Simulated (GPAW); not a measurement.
Set up this calculation in GPAW 26.7.0, as an ASE script.

```yaml
Task: single point
Functional: PBE
Potentials_or_basis: GPAW PAW data sets (gpaw-data 1.2.1)
Cutoff: 600 eV
Basis: pw
k_mesh: 12 × 12 × 12
Occupations: gaussian, width 0.1 eV
Spin: no spin polarisation
Maxiter: 150
```

The structure of Mo lies in POSCAR:

```
Mo
1.0
   -1.5838089719      1.5838089719      1.5838089719
    1.5838089719     -1.5838089719      1.5838089719
    1.5838089719      1.5838089719     -1.5838089719
Mo
1
Direct
    0.0000000000      0.0000000000      0.0000000000
```

These files were run (other wordings do the same):

run.py

```python
from ase.dft.bandgap import bandgap
from ase.io import read, write
from ase.units import Bohr, GPa
from gpaw import GPAW, PW
from gpaw.elf import elf_from_dft_calculation

atoms = read('POSCAR')

calc = GPAW(mode=PW(600),
            xc='PBE',
            kpts={'size': (12, 12, 12), 'gamma': True},
            occupations={'name': 'methfessel-paxton', 'order': 0, 'width': 0.1},
            nbands=16,
            convergence={'density': 1e-05, 'energy': 1e-05},
            maxiter=150,
            txt='gpaw.txt')
atoms.calc = calc
energy = atoms.get_potential_energy()
forces = atoms.get_forces()
stress = atoms.get_stress()
calc.write('gs.gpw')
write('result.traj', atoms)
print(f'Energy: {energy:.6f} eV')
print('Forces (eV/A):')
print(forces.round(4))
print('Stress (GPa):', (stress / GPa).round(3))
print('Fermi level:', round(calc.get_fermi_level(), 4), 'eV')
print(f'Gap: {bandgap(calc)[0]:.4f} eV, direct: {bandgap(calc, direct=True)[0]:.4f} eV')

# fields on the real-space grid
write('density.cube', atoms, data=calc.get_pseudo_density() * Bohr**3)
write('potential.cube', atoms, data=calc.get_electrostatic_potential())
write('elf.cube', atoms, data=elf_from_dft_calculation(calc).data)
```

Potentials or basis: GPAW PAW data sets (gpaw-data 1.2.1), pw.

Launch:

```sh
$ OMP_NUM_THREADS=1 python run.py
```

It gave:

```yaml
Pressure: -2.2 GPa
Band_gap_on_the_k_mesh: none (metal or under the smearing width)
```

It took 10 s on 1 thread of Arm Neoverse V1, on a shared host, peak memory 0.14 GiB.
